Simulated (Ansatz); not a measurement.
Runs of Ansatz 0.2.0 on Ti. It takes space group P6_3/mmc (No. 194, hexagonal). Conventional cell: a = 2.950 Å, b = 2.950 Å, c = 4.680 Å, α = 90.00°, β = 90.00°, γ = 120.00°. Around Ti (site symmetry -6m2) lie 12 Ti at 2.89 to 2.95 Å. 

| task | level | potentials or basis | spin | U | cell | k mesh | cutoff (eV) | smearing | atoms under strain | double counting | hubbard projectors | gap on the mesh (eV) | pressure (GPa) |
| --- | --- | --- | --- | --- | --- | --- | --- | --- | --- | --- | --- | --- | --- |
| elastic constants | r2SCAN+D3(BJ) | Ansatz PAW polarizable | off | - | as given | 9 × 9 × 5 | 500 | methfessel-paxton 0.05 eV | relaxed | - | - | none | -4.9 |
| elastic constants | RPBE | JTH PAW | off | - | as given | 8 × 8 × 4 | 1230 | cold 0.05 eV | relaxed | - | - | none | 1.6 |
| relaxation of cell and atoms | LDA | JTH PAW LDA | collinear, ferrimagnetic start | - | relaxed | 10 × 10 × 6 | 1230 | fermi-dirac 0.025 eV | - | - | - | - | 0.0 |
| electrostatic potential | LDA+U | JTH PAW LDA | off | Ti d U = 2 eV | cell strained at random at fixed volume | 8 × 8 × 5 | 1230 | fermi-dirac 0.15 eV | - | amf | ortho-atomic (the default) | none | -9.0 |
| atomic charges | r2SCANh | Ansatz PAW | off | - | volume scaled by 1.04 | 7 × 7 × 4 | 500 | cold 0.1 eV | - | - | - | none | (a) |

Fill in the values left out.

(a) -7.0.

Caveats: elastic constants of metals need much finer meshes, so these are rough (some runs); the PAW data sets come from PBE, with cores solved anew for the run's functional, which leaves a small shift of forces and pressure (some runs); the cell is more than 3 GPa from zero pressure, which shifts response properties (some runs); pairwise dispersion overbinds metals, which lowers pressure and volume (some runs); the dispersion damping was fitted for another functional or another form of the correction (some runs); the plane-wave basis is chosen anew once the cell has moved, so the energies of steps on either side of that aren't comparable (some runs); the starting moments weren't kept (some runs).

A gap of «none» marks a metal or a gap under the smearing width.

Runs at the PBE level aren't shown here.
